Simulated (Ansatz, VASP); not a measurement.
**MgO: VASP beside Ansatz**

File INCAR:

```
SYSTEM = MgO
  PREC = Accurate
  ENCUT = 520
  EDIFF = 1E-7
  ISMEAR = 0
  SIGMA = 0.05
  LREAL = .False.
  LASPH = .True.
  NELM = 100
  ALGO = Normal
  ISIF = 2
  LWAVE = .False.
  LCHARG = .False.
  GGA = PS
  NBANDS = 16
```

KPOINTS

```
regular mesh
0
Gamma
  9 9 6
  0 0 0
```

The input POSCAR:

```
MgO
1.0
    3.6170832098      0.0000000000      0.0000000000
   -1.8085416049      3.1324859473      0.0000000000
    0.0000000000      0.0000000000      3.9010833038
Mg O
2 2
Direct
    0.6465117478      0.2930234957      0.7500000000
    0.3534882522      0.7069765043      0.2500000000
    0.6815065062      0.3630130124      0.2500000000
    0.3184934938      0.6369869876      0.7500000000
```

Input for Ansatz:

```yaml
crystal:
  lattice:
    - [3.6170832098, 0.0, 0.0]
    - [-1.8085416049, 3.1324859473, 0.0]
    - [0.0, 0.0, 3.9010833038]
  atoms:
    - { symbol: Mg, position: [0.6465117478, 0.2930234957, 0.75] }
    - { symbol: Mg, position: [0.3534882522, 0.7069765043, 0.25] }
    - { symbol: O, position: [0.6815065062, 0.3630130124, 0.25] }
    - { symbol: O, position: [0.3184934938, 0.6369869876, 0.75] }
basis:
  ecutwfc: 520.0
kpoints:
  mp_grid: { grid: [9, 9, 6] }
hamiltonian:
  xc: pbesol
  pseudopotentials: { kind: paw, azcp: { folder: soft_1 } }
scf:
  occupations: { method: gaussian, width: 0.05 }
output:
  forces: true
  stress: true
  eigenvalues: true
```

Change from the starting cell: mode 5 frozen in at -0.122 Å, strain +e along z and -e/2 along x and y -0.0700.

Alike in both runs: task single point; functional PBEsol; k mesh 9 × 9 × 6; occupations gaussian, width 0.05 eV; no spin polarisation.

```csv
,VASP,Ansatz
version,VASP 6.6.1,Ansatz 0.2.0
potentials or method,"VASP PAW PBE potentials, release 64 (Mg, O)","scalar-relativistic, plane waves, PAW"
plane-wave cutoff (eV),520,520
valence electrons in the cell,16,32
```

|  | VASP | Ansatz | Ansatz less VASP |
| --- | --- | --- | --- |
| gap on the k mesh at the Fermi level (eV) | 3.30 | 3.31 | +0.009 |
| least direct gap on the mesh (eV) | 3.30 | 3.31 | +0.009 |
| pressure (GPa) | 4.0 | 4.3 | +0.34 |
| largest component of the traceless stress (GPa) | 16.50 | 16.35 | -0.155 |
| rms of the force components (eV/Å) | 0.495 | 0.488 | -0.0071 |

Atom by atom the forces differ by 0.007 eV/Å (rms over components). The two sets of potentials don't hold the same shells in valence. Ansatz warned: «pseudo_functional_mismatch».

Caveats: the PAW data sets were made with another functional, which shifts forces and pressure a little (VASP).
